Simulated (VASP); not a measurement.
# PbSe (Clausthalite) (Fm-3m) in VASP: further runs, part 2 of 2

VASP 6.6.1. Earlier steps stand in the parts before.

### Step 4. Dielectric tensor, PBE+D3, collinear spin, ferromagnetic start

INCAR reads:

```
PREC = Accurate ; ENCUT = 520
EDIFF = 1E-8 ; ISMEAR = -5
SIGMA = 0.05 ; LREAL = F
LASPH = T ; NELM = 100
ALGO = Normal ; ISIF = 2
LWAVE = F ; LCHARG = F
ISPIN = 2 ; MAGMOM = 0.5 0
LORBIT = 11 ; GGA = PE
IVDW = 11 ; LEPSILON = T
```

KPOINTS reads:

```
Automatic mesh
0
Gamma
  8 8 8
```

POSCAR reads:

```
PbSe
1.0
    0.0000000000      3.0606500000      3.0606500000
    3.0606500000      0.0000000000      3.0606500000
    3.0606500000      3.0606500000      0.0000000000
Pb Se
1 1
Direct
    0.0000000000      0.0000000000      0.0000000000
    0.5000000000      0.5000000000      0.5000000000
```

Potentials or basis: VASP PAW PBE potentials, release 64 (Pb_d, Se).

The run is started by

```
$ cat potpaw_PBE.64/Pb_d/POTCAR potpaw_PBE.64/Se/POTCAR > POTCAR
$ mpirun -np 1 vasp_std > vasp.out
```

OUTCAR:

```text
PREC = Accurate
   ENCUT = 520
   EDIFF = 1E-8
   ISMEAR = -5
   LREAL = F
   LASPH = T
   NELM = 100
   ISIF = 2
   ISPIN = 2
   LORBIT = 11
   GGA = PE
   IVDW = 11
   LEPSILON = T
 IVDW          = 11

 ion  position               nearest neighbor table
   1  0.000  0.000  0.000-   2 3.06   2 3.06   2 3.06   2 3.06   2 3.06   2 3.06
   2  0.500  0.500  0.500-   1 3.06   1 3.06   1 3.06   1 3.06   1 3.06   1 3.06

  LATTYP: Found a face centered cubic cell.
 ALAT       =     6.1213000000

  Lattice vectors:

 A1 = (   0.0000000000,   3.0606500000,   3.0606500000)
 A2 = (   3.0606500000,   0.0000000000,   3.0606500000)
 A3 = (   3.0606500000,   3.0606500000,   0.0000000000)

Analysis of symmetry for initial positions (statically):
=====================================================================
 Subroutine PRICEL returns:
 Original cell was already a primitive cell.

 Routine SETGRP: Setting up the symmetry group for a
 face centered cubic supercell.

 Subroutine GETGRP returns: Found 48 space group operations
 (whereof 48 operations were pure point group operations)
 out of a pool of 48 trial point group operations.

The static configuration has the point symmetry O_h .

Analysis of symmetry for dynamics (positions and initial velocities):
=====================================================================
 Subroutine PRICEL returns:
 Original cell was already a primitive cell.

 Routine SETGRP: Setting up the symmetry group for a
 face centered cubic supercell.

 Subroutine GETGRP returns: Found 48 space group operations
 (whereof 48 operations were pure point group operations)
 out of a pool of 48 trial point group operations.

The dynamic configuration has the point symmetry O_h .

Analysis of structural, dynamic, and magnetic symmetry:
=====================================================================
 Subroutine PRICEL returns:
 Original cell was already a primitive cell.

 Routine SETGRP: Setting up the symmetry group for a
 face centered cubic supercell.

 Subroutine GETGRP returns: Found 48 space group operations
 (whereof 48 operations were pure point group operations)
 out of a pool of 48 trial point group operations.

The overall configuration has the point symmetry O_h .

 Subroutine INISYM returns: Found 48 space group operations
 (whereof 48 operations are pure point group operations),
 and found     1 'primitive' translations

----------------------------------------------------------------------------------------

                                     Primitive cell

  volume of cell :      57.3418

  direct lattice vectors                    reciprocal lattice vectors
     0.000000000  3.060650000  3.060650000    -0.163363991  0.163363991  0.163363991
[... 966 lines left out ...]
  -------------------------------------------------------------------------------------
  Total       0.44754     0.44754     0.44754    -0.00000     0.00000     0.00000
  in kB      12.50455    12.50455    12.50455    -0.00000     0.00000     0.00000
  external pressure =       12.50 kB  Pullay stress =        0.00 kB

 VOLUME and BASIS-vectors are now :
 -----------------------------------------------------------------------------
  energy-cutoff  :      520.00
  volume of cell :       57.34
      direct lattice vectors                 reciprocal lattice vectors
     0.000000000  3.060650000  3.060650000    -0.163363991  0.163363991  0.163363991
     3.060650000  0.000000000  3.060650000     0.163363991 -0.163363991  0.163363991
     3.060650000  3.060650000  0.000000000     0.163363991  0.163363991 -0.163363991

 POSITION                                       TOTAL-FORCE (eV/Angst)
 -----------------------------------------------------------------------------------
      0.00000      0.00000      0.00000        -0.000000      0.000000      0.000000
      3.06065      3.06065      3.06065         0.000000     -0.000000     -0.000000
 -----------------------------------------------------------------------------------
    total drift:                                0.000000     -0.000000     -0.000000

  FREE ENERGIE OF THE ION-ELECTRON SYSTEM (eV)
  ---------------------------------------------------
  free  energy   TOTEN  =        -8.6565837907 eV

  energy  without entropy=       -8.6565837907  energy(sigma->0) =       -8.65658379

 HEAD OF MICROSCOPIC STATIC DIELECTRIC TENSOR (INDEPENDENT PARTICLE, excluding Hartree and local field effects)
 ------------------------------------------------------
          32.266212     0.000000     0.000000
           0.000000    32.266212     0.000000
          -0.000000    -0.000000    32.266212
 ------------------------------------------------------

 Free energy of the ion-electron system (eV)
  ---------------------------------------------------
  ---------------------------------------------------
  free energy    TOTEN  =        -5.10160087 eV

  energy without entropy =       -5.10160087

------------------------ aborting loop because EDIFF is reached ----------------------------------------

 Edisp (eV)   -0.47825

 E8    (eV) :    -0.2792
[... 7 lines left out ...]
 E8    (eV) :    -0.2792

--------------------------------------- Ionic step        3  -------------------------------------------

 Free energy of the ion-electron system (eV)
  ---------------------------------------------------
  ---------------------------------------------------
  free energy    TOTEN  =        -5.10158985 eV

  energy without entropy =       -5.10158985

------------------------ aborting loop because EDIFF is reached ----------------------------------------

 Edisp (eV)   -0.47825

 E8    (eV) :    -0.2792

 PIEZOELECTRIC TENSOR FIELD DIRECTION 3  (e Angst)
 -----------------------------------------------------------------------------
     0.00427  0.00000  0.00000           (  0.00001  0.00000  0.00000)
     0.00000  0.00427 -0.00000           (  0.00000  0.00001  0.00000)
     0.00000  0.00000 -0.00221           (  0.00000  0.00000  0.00002)

 PIEZOELECTRIC TENSOR FIELD DIRECTION 3  (C/m^2)
 -----------------------------------------------------------------------------
     0.00119  0.00000  0.00000
     0.00000  0.00119 -0.00000
     0.00000  0.00000 -0.00062

 MACROSCOPIC STATIC DIELECTRIC TENSOR (including local field effects in DFT)
 ------------------------------------------------------
          31.567234     0.000000    -0.000000
           0.000000    31.567234     0.000000
           0.000000    -0.000000    31.567234
 ------------------------------------------------------

 PIEZOELECTRIC TENSOR (including local field effects)  for field in x, y, z        (e  Angst)
          XX          YY          ZZ          XY          YZ          ZX
  --------------------------------------------------------------------------------
  x     0.00000     0.00000     0.00000     0.00000     0.00000     0.00000
  y     0.00000     0.00000     0.00000     0.00000     0.00000     0.00000
  z     0.00000     0.00000     0.00000     0.00000     0.00000     0.00000

 PIEZOELECTRIC TENSOR (including local field effects)  for field in x, y, z        (C/m^2)
          XX          YY          ZZ          XY          YZ          ZX
  --------------------------------------------------------------------------------
  x     0.00000     0.00000     0.00000     0.00000     0.00000     0.00000
  y     0.00000     0.00000     0.00000     0.00000     0.00000     0.00000
  z     0.00000     0.00000     0.00000     0.00000     0.00000     0.00000

 BORN EFFECTIVE CHARGES (including local field effects) (in |e|, cummulative output)
 ---------------------------------------------------------------------------------
 ion    1
    1     4.01656     0.00000     0.00000
    2     0.00000     4.01656     0.00000
    3     0.00000     0.00000     4.01656
 ion    2
    1    -4.01656     0.00000     0.00000
    2     0.00000    -4.01656     0.00000
    3     0.00000     0.00000    -4.01656

 total charge

# of ion       s       p       d       tot
------------------------------------------
    1        1.477   0.536   9.841  11.854
    2        1.467   2.335   0.017   3.819
--------------------------------------------------
tot          2.944   2.871   9.859  15.674

 magnetization (x)

# of ion       s       p       d       tot
------------------------------------------
    1       -0.000   0.000  -0.000  -0.000
    2       -0.000  -0.000   0.000  -0.000
--------------------------------------------------
tot         -0.000   0.000  -0.000  -0.000
```

OSZICAR:

```text
N       E                     dE             d eps       ncg     rms          rms(c)
DAV:   1     0.159384216284E+03    0.15938E+03   -0.93498E+03  1632   0.140E+03
[... 13 lines left out ...]
RMM:   9    -0.510158171043E+01   -0.30703E-03   -0.58213E-06  5578   0.200E-02    0.102E-03
RMM:  10    -0.510159295611E+01   -0.11246E-04    0.10544E-06  6042   0.747E-03    0.433E-04
RMM:  11    -0.510160189487E+01   -0.89388E-05    0.75927E-06  5846   0.304E-03    0.179E-04
RMM:  12    -0.510158910313E+01    0.12792E-04    0.28343E-06  5842   0.109E-03    0.538E-05
RMM:  13    -0.510158873325E+01    0.36988E-06   -0.44511E-07  4956   0.479E-04    0.188E-05
RMM:  14    -0.510158963449E+01   -0.90123E-06   -0.24242E-08  3712   0.258E-04    0.155E-05
RMM:  15    -0.510158985001E+01   -0.21553E-06   -0.69472E-08  2222   0.171E-04    0.454E-06
```

stdout:

```text
POSCAR found type information on POSCAR PbSe
 POSCAR found :  2 types and       2 ions
 scaLAPACK will be used
 LDA part: xc-table for (Slater+PW92), standard interpolation
 POSCAR, INCAR and KPOINTS ok, starting setup
 FFT: planning ... GRIDC
 FFT: planning ... GRID_SOFT
 FFT: planning ... GRID
 WAVECAR not read
 entering main loop
 Linear response reoptimize wavefunctions to high precision
 Linear response G [H, r] |phi>, progress :
  Direction:   1
 Linear response G [H, r] |phi>, progress :
  Direction:   2
 Linear response G [H, r] |phi>, progress :
  Direction:   3
 Linear response to external field (no local field effect), progress :
  Direction:   1
 dielectric tensor                  component  1 :    28.953    -5.279    -8.889
 Linear response to external field (no local field effect), progress :
  Direction:   2
 dielectric tensor                  component  2 :    -5.279    43.361     6.297
 Linear response to external field (no local field effect), progress :
  Direction:   3
 dielectric tensor                  component  3 :    -8.889     6.297    24.485
 Linear response to external field, progress :
  Direction:   1
 dielectric tensor                  component  1 :    31.567    -7.630    -9.658
 Linear response to external field, progress :
  Direction:   2
 dielectric tensor                  component  2 :    -9.370    31.567    10.593
 Linear response to external field, progress :
  Direction:   3
 dielectric tensor                  component  3 :   -11.973    11.617    31.567
 Born effective charges drift removed
```

It took 8 min on 1 thread of Intel Xeon Platinum 8559C (Emerald Rapids), shared host; peak memory 0.41 GiB.

What came out:

| Item | Value |
| --- | --- |
| Band gap on the k mesh | 0.29 eV, direct |
| Net moment | 0.00 μB per cell |
| Valence electrons inside the program's atomic spheres | Pb 11.85; Se 3.82 |
| Electronic dielectric tensor (diagonal) | 31.57 |
| Born charges (mean of the diagonal) | Pb +4.02; Se -4.02 e |
| Dispersion energy per atom | -0.239 eV |

Levels at points of the mesh, in eV from the valence-band top:
Spin up:
```tsv
k point	band 8	band 9	band 10	band 11	band 12	band 13
(0.00, 0.00, 0.00)	-1.88	-1.88	-1.88	4.71	4.71	4.71
(0.50, 0.00, 0.00)	-1.47	-1.47	0.00	0.29	1.70	1.70
(0.50, 0.50, 0.00)	-4.98	-3.24	-3.24	3.69	5.61	5.61
```
Spin down:
```csv
k point,band 8,band 9,band 10,band 11,band 12,band 13
"(0.00, 0.00, 0.00)",-1.88,-1.88,-1.88,4.71,4.71,4.71
"(0.50, 0.00, 0.00)",-1.47,-1.47,0.00,0.29,1.70,1.70
"(0.50, 0.50, 0.00)",-4.98,-3.24,-3.24,3.69,5.61,5.61
```

Electronic dielectric tensor:
```
31.57  0.00  0.00
 0.00 31.57  0.00
 0.00  0.00 31.57
```

Born effective charge tensors (e):
atom 1, Pb
```
4.02 0.00 0.00
0.00 4.02 0.00
0.00 0.00 4.02
```
atom 2, Se
```
-4.02  0.00  0.00
 0.00 -4.02  0.00
 0.00  0.00 -4.02
```

Caveat: the gap is small at this level, which inflates the dielectric constant; spin-orbit coupling is left out, which as a rule narrows the gap of such compounds by several tenths of an eV.

### Step 5. The runs side by side

```csv
task,level,spin,k mesh,smearing,ladder,grid for exact exchange (PRECFOCK),exchange at q = 0,share of exact exchange,gap on the mesh (eV),pressure (GPa)
band structure,HSE03,off,6 × 6 × 6,gaussian 0.02 eV,gaps,Fast,-,-,0.58,1.3
band structure,r2SCAN-EpsX,off,6 × 6 × 6,gaussian 0.02 eV,gaps,Fast,truncated,0.0317,0.68,1.4
dielectric tensor,PBE+D3,"collinear, ferromagnetic start",8 × 8 × 8,tetrahedron,-,-,-,-,0.29,-
```

Alike in all rows: potentials or basis VASP PAW PBE potentials, release 64 (Pb_d, Se); cell as given; cutoff (eV) 520.

On the cell as given the gap runs from 0.29 eV (PBE+D3) to 0.68 eV (r2SCAN-EpsX); the meshes differ, which moves gaps too.

Caveats: spin-orbit coupling is left out, which as a rule narrows the gap of such compounds by several tenths of an eV; the PAW data sets were made with another functional, which shifts forces and pressure a little (some runs); the gap is small at this level, which inflates the dielectric constant (some runs).

Total energies depend on the potentials used, so only differences within one code and one set of settings carry meaning.

### Step 6. Against experiment

Step 2. Against the measured gap of PbSe, 0.28 eV (direct; 300 K; a printed reference work, monograph), the calculated 0.58 eV is off by +0.30 eV. 2 values of this kind are on record (0.15 to 0.28 eV); this one was drawn at random. Spin-orbit coupling on Pb, Se is left out. The value is that of HSE03, without temperature or zero-point motion.

Step 3. A measured gap of PbSe is 0.28 eV (direct; 300 K; a printed reference work, monograph); the calculated 0.68 eV misses it by +0.40 eV. 2 values of this kind are on record (0.15 to 0.28 eV); this one was drawn at random. Spin-orbit coupling on Pb, Se is left out. The value is that of r2SCAN-EpsX, without temperature or zero-point motion.

Step 4. Measured gap of PbSe: 0.15 eV (direct; 4.2 K; a printed reference work, monograph). This calculation gives 0.29 eV (+0.14 eV). 2 values of this kind are on record (0.15 to 0.28 eV); this one was drawn at random. Spin-orbit coupling on Pb, Se is left out. The value is that of PBE+D3 on a finite k mesh, which can miss the band edges, without temperature or zero-point motion.
